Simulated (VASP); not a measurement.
RbCl: relaxation of the atoms with PBE

Crystal: RbCl.

```
Rb Cl
1.0
     0.00000    3.37241    3.37241
     3.37241    0.00000    3.37241
     3.37241    3.37241    0.00000
Rb Cl
1 1
Direct
  0.00000 0.00000 0.00000
  0.50000 0.50000 0.50000
```

The cell isn't the ideal one: a relaxed cell with its volume scaled by 1.02.

```
Program                : VASP 6.6.1
Task                   : relaxation of the atoms
Functional             : PBE
Potentials or basis    : VASP PAW PBE potentials, release 64 (Rb_sv, Cl)
Cutoff                 : 600 eV
k mesh                 : 8 × 8 × 8
Occupations            : gaussian, width 0.03 eV
Spin                   : no spin polarisation
Further INCAR settings : ALGO = Normal; EDIFF = 1e-07; IBRION = 2; EDIFFG = -0.01; NSW = 40
```

```json
{
  "Pressure after relaxing": "-0.3 GPa",
  "Band gap on the k mesh": "4.77 eV, direct"
}
```

Final structure:
```
CELL_PARAMETERS angstrom
0.00000 3.37241 3.37241
3.37241 0.00000 3.37241
3.37241 3.37241 0.00000
ATOMIC_POSITIONS crystal
Rb 0.00000 0.00000 0.00000
Cl 0.50000 0.50000 0.50000
```

Levels at points of the mesh, in eV from the valence-band top:
```tsv
k point	band 4	band 5	band 6	band 7	band 8	band 9	band 10	band 11	band 12
(0.00, 0.00, 0.00)	-8.15	-8.15	0.00	0.00	0.00	4.77	7.93	7.93	7.93
(0.50, 0.00, 0.00)	-8.16	-8.14	-0.76	-0.28	-0.28	7.50	7.70	9.88	9.88
(0.50, 0.50, 0.00)	-8.23	-8.23	-0.32	-0.11	-0.11	6.25	7.74	9.30	9.90
```

It took 14 s on 1 thread of Intel(R) Xeon(R) 6975P-C (Granite Rapids), with other jobs on the host, peak memory 0.25 GiB.

Caveat: the relaxation stopped at its first step, so nothing moved. A k mesh can miss the band edges.
